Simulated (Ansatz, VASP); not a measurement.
## One calculation of Au, two programs

```
Au
1.0
     0.00000    2.70974    2.70974
     2.70974    0.00000    2.70974
     2.70974    2.70974    0.00000
Au
2
Direct
  0.87500 0.87500 0.87500
  0.12500 0.12500 0.12500
```

Change from the starting cell: volume scaled by 0.68, LAPW.

Alike in both runs: task single point; functional PBE; k mesh 12 × 12 × 12; occupations fermi-dirac, width 0.05 eV; no spin polarisation.

```csv
,VASP,Ansatz
version,VASP 6.6.1,Ansatz 0.2.0
potentials or method,"VASP PAW PBE potentials, release 64 (Au), cutoff 520 eV","all-electron LAPW, scalar-relativistic"
```

Ansatz gave:

- pressure (GPa): 61.3

Question: What did VASP give for the same quantities?

Answer: Pressure (GPa): 60.5.

Ansatz ran all-electron here, so the differences hold the error of VASP's frozen core and of both bases.

Caveats: the cell as given lies far from equilibrium; so large a pressure means that the cell lies far from this level's equilibrium, or that cutoff or potentials fall short (VASP). Spin-orbit coupling is left out, which matters for the levels of Au.
